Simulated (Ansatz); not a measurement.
# InP: relaxing cell and atoms and elastic constants, part 2 of 2

The task, for InP: 2 runs in a chain (relaxing cell and atoms and elastic constants).

Ansatz 0.2.0; DFT PBE, scalar-relativistic, plane waves, PAW. The steps go on from the part before.

### 3 Elastic constants

The COD entry's cell or inner coordinates are ideal or old and differ from later refinements, so a difference from it is no clean test against experiment.

It takes the final geometry of step 2.

Contents of input.yaml:

```yaml
crystal:
  lattice:
    - [0.0, 2.9801769395, 2.9801769395]
    - [2.9801769395, 0.0, 2.9801769395]
    - [2.9801769395, 2.9801769395, 0.0]
  atoms:
    - { symbol: In, position: [0.0, 0.0, 0.0] }
    - { symbol: P, position: [0.25, 0.25, 0.25] }
scf:
  occupations: { method: fixed }
output:
  eigenvalues: true
hamiltonian:
  xc: pbe
elastic:
  mode: relaxed_ion
  amplitude: 0.005
kpoints:
  mp_grid: { grid: [10, 10, 10] }
```

The run is started by

```
$ ansatz run input.yaml --threads 8 --pin off --max-ram 16384MiB --backend cpu --events-out ev --progress --plain --runs-dir out
```

The program printed:

```text
Warning: RAYON_NUM_THREADS=8 ignored (pool sized by the plan → 8); use --threads N
Engine: ansatz 0.2.0, aarch64-unknown-linux-gnu
Pseudopotentials: kind: paw
Pseudopotential: In, paw, valence charge 13, recommended cutoff 420 eV (normal), In.paw.azcp
Pseudopotential: P, paw, valence charge 5, recommended cutoff 420 eV (normal), P.paw.azcp
Functional definition: PBE
  parameter kappa = 0.804
  parameter beta = 0.06672455060314922
  exchange = pbe_x(kappa = kappa, mu = beta*pi^2/3)
  correlation = pbe_c(beta = beta)
Crystal: 2 atoms, lattice volume = 52.937 Å³
Basis set: ecut = 420 eV, 1037 PW (Γ), exchange–correlation on 60×60×60 points (8 copies of the dense FFT grid, shifted against one another)
Bands: 13, of which v1, the nominal top of the filled ones, is band 9 counted from 1 (8 counted from 0)
Symmetry: 24 space group operations
Space group: F-43m (ITA 216), of the structure as read, at distance tolerance 3.8e-5 Å
k-points: 47 of 1000 (time reversal used)
Non-local potential: In, projectors of the file, l = 0: 2, l = 1: 2, l = 2: 2, l = 3: 2
Non-local potential: P, projectors of the file, l = 0: 2, l = 1: 2, l = 2: 2
PAW form: soft (Blöchl's): semilocal exchange-correlation on the pseudo side does not see the compensation charge
PAW one-centre angular grid: In, 590 points (default); XC on 64 Gauss nodes
PAW one-centre angular grid: P, 110 points (default); XC on 64 Gauss nodes
Initial density: superposition of atomic densities (neutral atoms: chi_scale 0, normalization atom), corrected by the library's trained network
Initial wavefunctions: pseudopotential atomic-orbital guess
Functional: x = pbe(κ = 0.804, μ = 0.2195149727645171), c = pbe(β = 0.06672455060314922)
SCF iter   1: F=—  HF=-6354.010500 eV  |F-HF|=—  |Δ(HF+E_count)|=         —  Δρ=1.96e-3  dr2=4.57e-3  ethr=1.77e-3  ⟨swp⟩=5.0  Hψ=3219  notcnv=0  defer=85
preconditioner: auto → none  [insulator: Δε(μ)=0.425 eV  Ē_g=14.543 eV  n_scr=14 (ndim 8)  ℏωp=21.7 eV  f_vac=0.030  ε∞_Penn≈3.2]
SCF iter   2: F=—  HF=-6354.008456 eV  |F-HF|=—  |Δ(HF+E_count)|=   2.04e-3  Δρ=1.17e-3  dr2=7.53e-4  ethr=2.54e-5  ⟨swp⟩=3.0  Hψ=1597  notcnv=0  defer=90
SCF iter   3: F=—  HF=-6354.008276 eV  |F-HF|=—  |Δ(HF+E_count)|=   1.79e-4  Δρ=3.52e-4  dr2=7.28e-5  ethr=4.18e-6  ⟨swp⟩=2.0  Hψ=1131  notcnv=0  defer=88
SCF iter   4: F=—  HF=-6354.008335 eV  |F-HF|=—  |Δ(HF+E_count)|=   5.84e-5  Δρ=1.08e-4  dr2=5.11e-6  ethr=4.04e-7  ⟨swp⟩=2.2  Hψ=1153  notcnv=0  defer=87
SCF iter   5: F=—  HF=-6354.008341 eV  |F-HF|=—  |Δ(HF+E_count)|=   6.48e-6  Δρ=7.89e-5  dr2=2.93e-6  ethr=2.84e-8  ⟨swp⟩=2.0  Hψ=1036  notcnv=0  defer=80
SCF iter   6: F=—  HF=-6354.008337 eV  |F-HF|=—  |Δ(HF+E_count)|=   4.64e-6  Δρ=8.10e-6  dr2=2.77e-8  ethr=1.63e-8  ⟨swp⟩=2.0  Hψ=1034  notcnv=0  defer=83
SCF iter   7: F=—  HF=-6354.008338 eV  |F-HF|=—  |Δ(HF+E_count)|=   1.64e-6  Δρ=5.10e-7  dr2=1.60e-10  ethr=1.54e-10  ⟨swp⟩=2.0  Hψ=1048  notcnv=0  defer=83
SCF iter   8: F=—  HF=-6354.008338 eV  |F-HF|=—  |Δ(HF+E_count)|=  2.43e-10  Δρ=4.64e-7  dr2=8.46e-11  ethr=8.91e-13 (applied; sched 1.00e-12)  ⟨swp⟩=2.1  Hψ=1062  notcnv=0  defer=78
SCF iter   9: F=—  HF=-6354.008338 eV  |F-HF|=—  |Δ(HF+E_count)|=  3.73e-11  Δρ=1.12e-7  dr2=4.62e-12  ethr=4.70e-13 (applied; sched 1.00e-12)  ⟨swp⟩=2.1  Hψ=978  notcnv=0  defer=75
SCF iter  10: F=-6354.008338 eV  HF=-6354.008338 eV  |F-HF|=0.00e0  |Δ(HF+E_count)|=  2.73e-12  Δρ=1.93e-9  dr2=1.94e-15  ethr=1.00e-12  ⟨swp⟩=7.6  Hψ=4216  notcnv=0
SCF 1 converged in 10 iterations: F = -6354.008338 eV  dr2 = 1.94e-15
Crystal: 2 atoms, lattice volume = 52.407 Å³
Basis set: ecut = 420 eV, 989 PW (Γ), exchange–correlation on 60×60×60 points (8 copies of the dense FFT grid, shifted against one another)
Symmetry: 8 space group operations
k-points: 102 of 1000 (time reversal used)
Initial density: handed on by an earlier stage of this run
Initial wavefunctions: those handed on with the density
iter 1 solved again at ethr=1.46e-6 eV; its pass at ethr=3.10e-3 eV (dr2=2.62e-4 eV) is discarded
SCF iter   1: F=—  HF=-6354.007031 eV  |F-HF|=—  |Δ(HF+E_count)|=         —  Δρ=5.62e-4  dr2=2.62e-4  ethr=1.46e-6  ⟨swp⟩=2.9  Hψ=8974  notcnv=0  defer=203
preconditioner: auto → none  [insulator: Δε(μ)=0.471 eV  Ē_g=14.566 eV  n_scr=14 (ndim 8)  ℏωp=21.8 eV  f_vac=0.018  ε∞_Penn≈3.2]
SCF iter   2: F=—  HF=-6354.006982 eV  |F-HF|=—  |Δ(HF+E_count)|=   4.86e-5  Δρ=2.36e-4  dr2=2.78e-5  ethr=1.46e-6  ⟨swp⟩=2.0  Hψ=1797  notcnv=0  defer=202
SCF iter   3: F=—  HF=-6354.006986 eV  |F-HF|=—  |Δ(HF+E_count)|=   3.70e-6  Δρ=1.04e-4  dr2=4.90e-6  ethr=1.55e-7  ⟨swp⟩=2.9  Hψ=2287  notcnv=0  defer=179
SCF iter   4: F=—  HF=-6354.006988 eV  |F-HF|=—  |Δ(HF+E_count)|=   2.34e-6  Δρ=2.15e-5  dr2=1.78e-7  ethr=2.72e-8  ⟨swp⟩=2.7  Hψ=2084  notcnv=0  defer=172
SCF iter   5: F=—  HF=-6354.006989 eV  |F-HF|=—  |Δ(HF+E_count)|=   6.83e-7  Δρ=3.91e-6  dr2=5.95e-9  ethr=9.90e-10  ⟨swp⟩=2.0  Hψ=2240  notcnv=0  defer=172
SCF iter   6: F=—  HF=-6354.006989 eV  |F-HF|=—  |Δ(HF+E_count)|=   7.60e-9  Δρ=6.21e-7  dr2=1.43e-10  ethr=3.31e-11  ⟨swp⟩=3.0  Hψ=2470  notcnv=0  defer=172
SCF iter   7: F=—  HF=-6354.006989 eV  |F-HF|=—  |Δ(HF+E_count)|=  3.88e-10  Δρ=4.50e-8  dr2=1.03e-12  ethr=7.92e-13 (applied; sched 1.00e-12)  ⟨swp⟩=2.4  Hψ=1800  notcnv=0  defer=172
SCF iter   8: F=-6354.006989 eV  HF=-6354.006989 eV  |F-HF|=3.64e-12  |Δ(HF+E_count)|=  5.46e-12  Δρ=4.29e-9  dr2=7.58e-15  ethr=1.00e-12  ⟨swp⟩=6.3  Hψ=5112  notcnv=0
SCF 2 converged in 8 iterations: F = -6354.006989 eV  dr2 = 7.58e-15
Crystal: 2 atoms, lattice volume = 53.466 Å³
Basis set: ecut = 420 eV, 1047 PW (Γ), exchange–correlation on 60×60×60 points (8 copies of the dense FFT grid, shifted against one another)
iter 1 solved again at ethr=5.58e-10 eV; its pass at ethr=3.10e-3 eV (dr2=1.00e-7 eV) is discarded
SCF iter   1: F=—  HF=-6354.006822 eV  |F-HF|=—  |Δ(HF+E_count)|=         —  Δρ=1.72e-5  dr2=1.01e-7  ethr=5.58e-10  ⟨swp⟩=3.8  Hψ=8623  notcnv=0  defer=177
preconditioner: auto → none  [insulator: Δε(μ)=0.370 eV  Ē_g=14.489 eV  n_scr=14 (ndim 8)  ℏωp=21.5 eV  f_vac=0.020  ε∞_Penn≈3.2]
SCF iter   2: F=—  HF=-6354.006825 eV  |F-HF|=—  |Δ(HF+E_count)|=   2.73e-6  Δρ=8.44e-6  dr2=1.96e-8  ethr=5.58e-10  ⟨swp⟩=2.3  Hψ=1652  notcnv=0  defer=177
SCF iter   3: F=—  HF=-6354.006826 eV  |F-HF|=—  |Δ(HF+E_count)|=   3.69e-7  Δρ=2.52e-6  dr2=4.09e-9  ethr=1.09e-10  ⟨swp⟩=2.3  Hψ=1861  notcnv=0  defer=177
SCF iter   4: F=—  HF=-6354.006826 eV  |F-HF|=—  |Δ(HF+E_count)|=   1.05e-8  Δρ=4.32e-7  dr2=7.43e-11  ethr=2.27e-11  ⟨swp⟩=3.0  Hψ=2376  notcnv=0  defer=177
SCF iter   5: F=—  HF=-6354.006826 eV  |F-HF|=—  |Δ(HF+E_count)|=  1.69e-10  Δρ=8.36e-8  dr2=2.80e-12  ethr=4.13e-13 (applied; sched 1.00e-12)  ⟨swp⟩=2.6  Hψ=2509  notcnv=0  defer=177
SCF iter   6: F=—  HF=-6354.006826 eV  |F-HF|=—  |Δ(HF+E_count)|=  3.64e-12  Δρ=2.48e-8  dr2=1.25e-13  ethr=1.56e-14 (applied; sched 1.00e-12)  ⟨swp⟩=2.0  Hψ=2257  notcnv=0  defer=177
SCF iter   7: F=-6354.006826 eV  HF=-6354.006826 eV  |F-HF|=0.00e0  |Δ(HF+E_count)|=  3.64e-12  Δρ=1.21e-9  dr2=3.98e-16  ethr=1.00e-12  ⟨swp⟩=5.0  Hψ=4204  notcnv=0
SCF 3 converged in 7 iterations: F = -6354.006826 eV  dr2 = 3.98e-16
Crystal: 2 atoms, lattice volume = 53.201 Å³
Basis set: ecut = 420 eV, 1039 PW (Γ), exchange–correlation on 60×60×60 points (8 copies of the dense FFT grid, shifted against one another)
SCF iter   1: F=—  HF=-6354.007936 eV  |F-HF|=—  |Δ(HF+E_count)|=         —  Δρ=1.25e-6  dr2=2.09e-11  ethr=1.00e-12  ⟨swp⟩=7.8  Hψ=9575  notcnv=0  defer=186
preconditioner: auto → none  [insulator: Δε(μ)=0.405 eV  Ē_g=14.510 eV  n_scr=14 (ndim 8)  ℏωp=21.6 eV  f_vac=0.020  ε∞_Penn≈3.2]
SCF iter   2: F=—  HF=-6354.007936 eV  |F-HF|=—  |Δ(HF+E_count)|=   1.55e-8  Δρ=6.25e-7  dr2=5.28e-12  ethr=1.16e-13 (applied; sched 1.00e-12)  ⟨swp⟩=2.0  Hψ=2469  notcnv=0  defer=186
SCF iter   3: F=-6354.007936 eV  HF=-6354.007936 eV  |F-HF|=3.64e-12  |Δ(HF+E_count)|=   5.16e-9  Δρ=4.70e-9  dr2=1.07e-14  ethr=1.00e-12  ⟨swp⟩=3.7  Hψ=5450  notcnv=0
SCF 4 converged in 3 iterations: F = -6354.007936 eV  dr2 = 1.07e-14
Crystal: 2 atoms, lattice volume = 52.672 Å³
SCF iter   1: F=—  HF=-6354.008029 eV  |F-HF|=—  |Δ(HF+E_count)|=         —  Δρ=1.70e-6  dr2=4.50e-11  ethr=1.00e-12  ⟨swp⟩=7.9  Hψ=9534  notcnv=0  defer=172
preconditioner: auto → none  [insulator: Δε(μ)=0.452 eV  Ē_g=14.550 eV  n_scr=14 (ndim 8)  ℏωp=21.7 eV  f_vac=0.019  ε∞_Penn≈3.2]
SCF iter   2: F=—  HF=-6354.008029 eV  |F-HF|=—  |Δ(HF+E_count)|=   3.35e-8  Δρ=8.46e-7  dr2=1.07e-11  ethr=2.50e-13 (applied; sched 1.00e-12)  ⟨swp⟩=2.5  Hψ=3099  notcnv=0  defer=172
SCF iter   3: F=—  HF=-6354.008029 eV  |F-HF|=—  |Δ(HF+E_count)|=   1.11e-8  Δρ=8.72e-8  dr2=7.14e-13  ethr=5.96e-14 (applied; sched 1.00e-12)  ⟨swp⟩=2.0  Hψ=1738  notcnv=0  defer=172
SCF iter   4: F=-6354.008029 eV  HF=-6354.008029 eV  |F-HF|=9.09e-13  |Δ(HF+E_count)|=  1.00e-10  Δρ=1.13e-8  dr2=3.48e-14  ethr=1.00e-12  ⟨swp⟩=5.5  Hψ=4872  notcnv=0
SCF 5 converged in 4 iterations: F = -6354.008029 eV  dr2 = 3.48e-14
Crystal: 2 atoms, lattice volume = 52.935 Å³
Basis set: ecut = 420 eV, 1017 PW (Γ), exchange–correlation on 60×60×60 points (8 copies of the dense FFT grid, shifted against one another)
Symmetry: 4 space group operations
k-points: 171 of 1000 (time reversal used)
Initial wavefunctions: pseudopotential atomic-orbital guess (no wavefunctions were taken with the density)
iter 1 solved again at ethr=8.06e-5 eV; its pass at ethr=3.10e-3 eV (dr2=1.45e-2 eV) is discarded
SCF iter   1: F=—  HF=-6354.014701 eV  |F-HF|=—  |Δ(HF+E_count)|=         —  Δρ=5.56e-3  dr2=1.45e-2  ethr=8.06e-5  ⟨swp⟩=2.1  Hψ=15669  notcnv=0  defer=336
preconditioner: auto → none  [insulator: Δε(μ)=0.412 eV  Ē_g=14.529 eV  n_scr=14 (ndim 8)  ℏωp=21.7 eV  f_vac=0.019  ε∞_Penn≈3.2]
SCF iter   2: F=—  HF=-6354.008176 eV  |F-HF|=—  |Δ(HF+E_count)|=   6.53e-3  Δρ=2.28e-3  dr2=1.57e-3  ethr=8.03e-5  ⟨swp⟩=2.5  Hψ=3573  notcnv=0  defer=342
SCF iter   3: F=—  HF=-6354.007364 eV  |F-HF|=—  |Δ(HF+E_count)|=   8.12e-4  Δρ=4.62e-4  dr2=5.97e-5  ethr=8.72e-6  ⟨swp⟩=2.4  Hψ=4022  notcnv=0  defer=342
SCF iter   4: F=—  HF=-6354.007339 eV  |F-HF|=—  |Δ(HF+E_count)|=   2.57e-5  Δρ=7.19e-5  dr2=1.27e-6  ethr=3.32e-7  ⟨swp⟩=2.0  Hψ=3739  notcnv=0  defer=331
SCF iter   5: F=—  HF=-6354.007339 eV  |F-HF|=—  |Δ(HF+E_count)|=   4.66e-7  Δρ=1.25e-5  dr2=9.69e-8  ethr=7.08e-9  ⟨swp⟩=2.0  Hψ=3823  notcnv=0  defer=313
SCF iter   6: F=—  HF=-6354.007339 eV  |F-HF|=—  |Δ(HF+E_count)|=   1.02e-8  Δρ=2.21e-6  dr2=1.89e-9  ethr=5.38e-10  ⟨swp⟩=2.0  Hψ=3788  notcnv=0  defer=291
SCF iter   7: F=—  HF=-6354.007339 eV  |F-HF|=—  |Δ(HF+E_count)|=   1.38e-9  Δρ=7.96e-7  dr2=5.87e-10  ethr=1.05e-11  ⟨swp⟩=2.7  Hψ=4080  notcnv=0  defer=273
SCF iter   8: F=—  HF=-6354.007339 eV  |F-HF|=—  |Δ(HF+E_count)|=  1.88e-10  Δρ=2.18e-7  dr2=1.83e-11  ethr=3.26e-12  ⟨swp⟩=3.0  Hψ=4224  notcnv=0  defer=255
SCF iter   9: F=—  HF=-6354.007339 eV  |F-HF|=—  |Δ(HF+E_count)|=  1.82e-12  Δρ=3.70e-8  dr2=6.56e-13  ethr=1.02e-13 (applied; sched 1.00e-12)  ⟨swp⟩=2.5  Hψ=3480  notcnv=0  defer=248
SCF iter  10: F=-6354.007339 eV  HF=-6354.007339 eV  |F-HF|=3.64e-12  |Δ(HF+E_count)|=  6.37e-12  Δρ=6.08e-9  dr2=1.56e-14  ethr=1.00e-12  ⟨swp⟩=5.2  Hψ=8084  notcnv=0
SCF 6 converged in 10 iterations: F = -6354.007339 eV  dr2 = 1.56e-14
relax step   1: F+E_penalty+E_count = -6354.00733914 eV  Δ(F+E_penalty+E_count) = +0.000e0 eV  max|allowed force component| = 6.824e-2 eV/Å  Δτ_max = 0.0000 Å  (10 SCF iters, accepted)
[... from here on, the SCF cycles and remarks between the steps are left out ...]
relax step   2: F+E_penalty+E_count = -6354.00765629 eV  Δ(F+E_penalty+E_count) = -3.172e-4 eV  max|allowed force component| = 8.216e-3 eV/Å  Δτ_max = 0.0053 Å  (8 SCF iters, accepted)
relax step   3: F+E_penalty+E_count = -6354.00766096 eV  Δ(F+E_penalty+E_count) = -4.666e-6 eV  max|allowed force component| = 1.451e-6 eV/Å  Δτ_max = 0.0006 Å  (7 SCF iters, accepted)
relax step   1: F+E_penalty+E_count = -6354.00809229 eV  Δ(F+E_penalty+E_count) = +0.000e0 eV  max|allowed force component| = 3.411e-2 eV/Å  Δτ_max = 0.0000 Å  (10 SCF iters, accepted)
relax step   2: F+E_penalty+E_count = -6354.00817274 eV  Δ(F+E_penalty+E_count) = -8.044e-5 eV  max|allowed force component| = 1.213e-6 eV/Å  Δτ_max = 0.0024 Å  (8 SCF iters, accepted)
relax step   1: F+E_penalty+E_count = -6354.00809229 eV  Δ(F+E_penalty+E_count) = +0.000e0 eV  max|allowed force component| = 3.411e-2 eV/Å  Δτ_max = 0.0000 Å  (10 SCF iters, accepted)
relax step   2: F+E_penalty+E_count = -6354.00817274 eV  Δ(F+E_penalty+E_count) = -8.044e-5 eV  max|allowed force component| = 1.049e-9 eV/Å  Δτ_max = 0.0024 Å  (8 SCF iters, accepted)
relax step   1: F+E_penalty+E_count = -6354.00733914 eV  Δ(F+E_penalty+E_count) = +0.000e0 eV  max|allowed force component| = 6.824e-2 eV/Å  Δτ_max = 0.0000 Å  (10 SCF iters, accepted)
relax step   2: F+E_penalty+E_count = -6354.00766096 eV  Δ(F+E_penalty+E_count) = -3.218e-4 eV  max|allowed force component| = 1.608e-5 eV/Å  Δτ_max = 0.0047 Å  (8 SCF iters, accepted)
iter 1 solved again at ethr=1.00e-12 eV; its pass at ethr=3.10e-3 eV (dr2=1.16e-12 eV) is discarded
SCF iter   1: F=—  HF=-6354.007659 eV  |F-HF|=—  |Δ(HF+E_count)|=         —  Δρ=5.38e-8  dr2=1.12e-12  ethr=1.00e-12  ⟨swp⟩=2.1  Hψ=12750  notcnv=0  defer=245
SCF iter   2: F=—  HF=-6354.007661 eV  |F-HF|=—  |Δ(HF+E_count)|=   1.54e-6  Δρ=4.21e-8  dr2=1.35e-12  ethr=6.20e-15 (applied; sched 1.00e-12)  ⟨swp⟩=3.1  Hψ=4507  notcnv=0  defer=245
SCF iter   3: F=—  HF=-6354.007661 eV  |F-HF|=—  |Δ(HF+E_count)|=    0.00e0  Δρ=2.27e-8  dr2=2.64e-13  ethr=7.48e-15 (applied; sched 1.00e-12)  ⟨swp⟩=2.0  Hψ=2756  notcnv=0  defer=245
SCF iter   4: F=-6354.007661 eV  HF=-6354.007661 eV  |F-HF|=1.82e-12  |Δ(HF+E_count)|=  1.82e-12  Δρ=9.41e-9  dr2=3.56e-14  ethr=1.00e-12  ⟨swp⟩=3.1  Hψ=7723  notcnv=0
SCF 18 converged in 4 iterations: F = -6354.007661 eV  dr2 = 3.56e-14
SCF converged after 10 iterations
Free energy (F): -6354.008338 eV
Harris-Foulkes:  -6354.008338 eV  (|F-HF|=0.00e0)
Internal energy: -6354.008338 eV  (E = F + TS)
E sigma→0 (E₀):  -6354.008338 eV
Fermi energy:    6.372238 eV
--- Per-component energies (eV) ---
  E_band       = -61.268124
  E_kinetic    = 312.180071
  E_local      = -1428.552018  (includes V_loc(G=0)·N_el)
  E_nonlocal   = 401.287967
  E_hartree    = 562.558231
  E_xc         = -275.994794
  E_vxc        = -159.055230  (∫ρ·V_xc dr)
  E_paw        = -4725.127674  (= ΣΔE_a)
  E_vpaw       = -312.245402  (= ΣTr[D̂ρ^β])
  E_aug_tail   = 0.000028  (compensation charges beyond the density's cutoff)
  E_ewald      = -1200.360148
  E_smearing   = -0.000000  (= −TS)
  E_closure    = 0.000000  (closes the sum)
  Σ components = -6354.008338   (vs F -6354.008338, Δ=0.00e0)
--- Forces (eV/Å), atoms counted from 1 ---
  atom   1  In     0.00000000    -0.00000000    -0.00000000
  atom   2  P     -0.00000000     0.00000000     0.00000000
  max |Σ_I F_I| component: 9.25e-17 eV/Å
--- Stress (GPa, compression-positive) ---
       -0.028138       0.000000      -0.000000
        0.000000      -0.028138       0.000000
       -0.000000       0.000000      -0.028138
  P = ⅓ Tr σ = -0.0281 GPa (-0.281 kbar)
--- Band table (eV; the first three rows and the last of 47) ---
  k-point 0: bands = ["-7.7216", "-7.7216", "-7.7216", "-7.5931", "-7.5931", "-4.8112", "6.3722", "6.3722", "6.3722", "6.8124", "10.4595", "10.4595", "10.4595"]
  k-point 1: bands = ["-7.7315", "-7.7175", "-7.7175", "-7.5931", "-7.5931", "-4.7053", "5.1852", "6.2587", "6.2587", "7.6674", "10.5029", "10.6343", "10.6343"]
  k-point 2: bands = ["-7.7567", "-7.7075", "-7.7075", "-7.5921", "-7.5921", "-4.4016", "3.7286", "5.9990", "5.9990", "8.0436", "10.9894", "10.9894", "11.0513"]
  k-point 46: bands = ["-7.8513", "-7.6673", "-7.6403", "-7.6125", "-7.5779", "-2.5944", "0.9608", "3.6781", "3.7259", "10.1622", "10.2575", "12.3862", "12.9039"]
--- Elastic constants: 2 strain directions × 4 members + reference (group order 24) ---
  dense FFT box of the reference and of every strained cell: 30×30×30
  strains applied: 11, 23; error gains: componentwise 1.00 (the most a stress slope's error grows in a printed constant), spectral 1.73 (1 for all six strains in a standard setting)
  C = ∂σ_k/∂η_j (tension-positive GPa; Voigt order 11 22 33 23 13 12):
        86.817     45.655     45.655     -0.000      0.000      0.000
        45.655     86.817     45.655     -0.000      0.000      0.000
        45.655     45.655     86.817     -0.000      0.000      0.000
        -0.000      0.000      0.000     41.393     -0.000      0.000
         0.000      0.000      0.000     -0.000     41.393     -0.000
         0.000     -0.000      0.000      0.000     -0.000     41.393
  reference stress σ⁰ (GPa):      0.028      0.028      0.028     -0.000      0.000     -0.000
  C* (energy form; C + prestress term) asymmetry max|C*_kj − C*_jk| = 1.421e-14 GPa — a small one proves nothing (zero by symmetry where the batch's group is 432, −43m or m−3m); a large one is finite-difference/SCF noise where every solve meets its electron count
  moduli (Voigt/Reuss/Hill, GPa): K = 59.38/59.38/59.38   G = 33.07/29.47/31.27   E = 79.80   ν = 0.276
  mechanically stable: yes (min eigenvalue of sym C = 41.16 GPa)
  strain η (Voigt 11):  stress-route row diagonal C_11 = 86.82 GPa, energy-path curvature d²(F+E_count+ΔE)/dδ²/Ω₀ = 86.81 GPa
    cells at ±δ against ±2δ: C21 45.66 and 45.69 GPa, apart by 0.03 % of the column's largest entry
         δ    σ_11 (GPa)             F (eV)   n_scf  n_hpsi   n_pw
    -1.000e-2      -0.8497       -6354.0069891       8   27756   1036   relax 0 steps, max|allowed force component| 8.33e-17 eV/Å
    -5.000e-3      -0.4084       -6354.0080287       4   20229   1042   relax 0 steps, max|allowed force component| 8.33e-17 eV/Å
     5.000e-3       0.4598       -6354.0079362       3   18473   1056   relax 0 steps, max|allowed force component| 8.33e-17 eV/Å
     1.000e-2       0.8866       -6354.0068255       7   24459   1058   relax 0 steps, max|allowed force component| 1.80e-16 eV/Å
  strain η (Voigt 23):  stress-route row diagonal C_44 = 41.39 GPa, energy-path curvature d²(F+E_count+ΔE)/dδ²/Ω₀ = 41.38 GPa
    cells at ±δ against ±2δ: C44 41.39 and 41.40 GPa, apart by 0.01 % of the column's largest entry
         δ    σ_23 (GPa)             F (eV)   n_scf  n_hpsi   n_pw
    -1.000e-2      -0.4140       -6354.0076610       4   28222   1048   relax 3 steps, max|allowed force component| 1.45e-6 eV/Å
    -5.000e-3      -0.2070       -6354.0081727       4   29188   1056   relax 2 steps, max|allowed force component| 1.21e-6 eV/Å
     5.000e-3       0.2070       -6354.0081727       4   29171   1056   relax 2 steps, max|allowed force component| 1.05e-9 eV/Å
     1.000e-2       0.4140       -6354.0076610       4   29382   1048   relax 2 steps, max|allowed force component| 1.61e-5 eV/Å
```

Wall time 39 s (8 threads of Arm Neoverse N1, shared host); peak memory 0.54 GiB.

What follows for a polycrystal (Hill averages; density 4.573 g/cm³):

| quantity | value |
| --- | --- |
| bulk modulus B | 59.4 GPa |
| shear modulus G | 31.3 GPa |
| B/G | 1.90 |
| universal anisotropy index | 0.61 |
| sound speeds v_l, v_t | 4701, 2615 m/s |
| Debye temperature Θ | 291 K |

Young's modulus by Cartesian direction:

```tsv
direction	E (GPa)
(1, 0, 0)	55
(0, 1, 0)	55
(0, 0, 1)	55
(1, 1, 0)	84
(1, 0, 1)	84
(0, 1, 1)	84
(1, 1, 1)	101
```

### 4 The runs side by side

The summary covers parts 1 to 2.

| step | volume (Å³/atom) | pressure (GPa) | energy (eV) | gap on the mesh (eV) | time |
| --- | --- | --- | --- | --- | --- |
| 2 | 26.47 | 0.0 | -6354.008 | 0.44 | 4.6 s |

| quantity | value |
| --- | --- |
| relaxed cell, step 2 (conventional) | a = 5.960 Å, b = 5.960 Å, c = 5.960 Å, α = 90.00°, β = 90.00°, γ = 90.00° |
| C11, C12, C44 (relaxed-ion) | 87, 46, 41 GPa |
| B, G, E (Hill) (relaxed-ion) | 59, 31, 80 GPa |
| Poisson ratio (relaxed-ion) | 0.28 |
| Debye temperature | 291 K |

What this shows: It is stable against strain: the least eigenvalue of C is 41 GPa. B/G = 1.90 lies over 1.75, which by Pugh's rule of thumb suggests ductile behaviour (a rule drawn from metals; insulators like this are brittle in practice); Young's modulus ranges from about 55 to 101 GPa with direction. Measured bulk modulus of InP: 71 GPa (a printed reference work, data compilation). This calculation gives 59 GPa (-16.4 %). The run is for a static lattice at zero temperature. Against the measured lattice constant a of InP, 5.86875 Å (291.15 K; a printed reference work, data compilation), the calculated 5.960 Å is off by +1.6 %. That is the cell relaxed with PBE, without thermal expansion or zero-point motion.

The gaps are Kohn-Sham values of a semilocal functional, not quasiparticle or optical gaps. Such gaps usually fall short of the measured ones.
